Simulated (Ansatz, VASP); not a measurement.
Mg in VASP and in Ansatz

```
Mg
1.0
     3.20927    0.00000    0.00000
    -1.60464    2.77931    0.00000
     0.00000    0.00000    5.21033
Mg
2
Direct
  0.33333 0.66667 0.25000
  0.66667 0.33333 0.75000
```

Alike in both runs: task single point; functional PBE; k mesh 6 × 6 × 4; occupations gaussian, width 0.1 eV; no spin polarisation.

|  | VASP | Ansatz |
| --- | --- | --- |
| version | VASP 6.6.1 | Ansatz 0.2.0 |
| potentials or method | VASP PAW PBE potentials, release 64 (Mg) | scalar-relativistic, plane waves, PAW |
| plane-wave cutoff (eV) | 520 | 420 |
| valence electrons in the cell | 4 | 20 |

```tsv
	VASP	Ansatz	Ansatz less VASP
gap on the k mesh at the Fermi level (eV)	none	none	-
pressure (GPa)	-0.5	-0.4	+0.13
largest component of the traceless stress (GPa)	0.05	0.05	+0.001
```

A gap of «none» marks a metal or a gap that the smearing closes. The two sets of potentials don't hold the same shells in valence.

Caveats: the k mesh is coarse (spacing up to 0.38 Å⁻¹), so the values aren't converged.
